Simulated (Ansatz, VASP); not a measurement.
**One calculation of H, two programs**

INCAR

```
PREC = Accurate
ENCUT = 900
EDIFF = 1E-7
ISMEAR = -1
SIGMA = 0.05
LREAL = F
LASPH = T
NELM = 80
ALGO = Fast
ISIF = 3
LWAVE = F
LCHARG = F
GGA = PE
IBRION = 2
NSW = 60
EDIFFG = -0.005
```

KPOINTS

```
regular mesh
0
Gamma
  10 10 26
```

File POSCAR:

```
H
1.0
    2.6496387389      0.0000000000      0.0000000000
    0.0000000000      2.6496387389      0.0000000000
    0.0000000000      0.0000000000      0.9804929200
H
1
Direct
    0.0000000000      0.0000000000      0.5000000000
```

input.yaml

```yaml
crystal:
  lattice:
    - [2.6496387389, 0.0, 0.0]
    - [0.0, 2.6496387389, 0.0]
    - [0.0, 0.0, 0.98049292]
  atoms:
    - { symbol: H, position: [0.0, 0.0, 0.5] }
hamiltonian:
  xc: pbe
  pseudopotentials: { kind: paw }
kpoints:
  mp_grid: { grid: [10, 10, 26] }
scf:
  occupations: { method: fermi_dirac, width: 0.05 }
output:
  forces: true
  stress: true
  eigenvalues: true
  write_density: true
  write_potential: true
  elf: true
  volumetric_format: npy
relax:
  f_tol: 0.01
  max_steps: 40
  cell: { stress_tol: 0.05 }
```

Alike in both runs: task relaxation of cell and atoms; functional PBE; k mesh 10 × 10 × 26; occupations fermi-dirac, width 0.05 eV; no spin polarisation.

```csv
,VASP,Ansatz
version,VASP 6.6.1,Ansatz 0.2.0
potentials or method,"VASP PAW PBE potentials, release 64 (H_h)",Ansatz PAW
plane-wave cutoff (eV),900,420
valence electrons in the cell,1,1
```

```csv
,VASP,Ansatz,Ansatz less VASP
"gap on the k mesh at the Fermi level, each at its own relaxed structure (eV)",none,none,-
relaxed volume (Å³/atom),8.75,11.49,+2.741
relaxed cell length with the largest relative difference (Å),2.982,3.413,+0.4312
energy change over the relaxation (meV/atom),-11,-20,-8.4
```

A gap of «none» marks a metal or a gap that the smearing closes. One of these differences is far larger than is usual between the two programs; its cause wasn't traced.

Caveats: the volume moved by over 15 % at a fixed basis, so the end points are rough; the plane-wave basis is chosen anew once the cell has moved, so the energies of steps on either side of that aren't comparable (Ansatz).
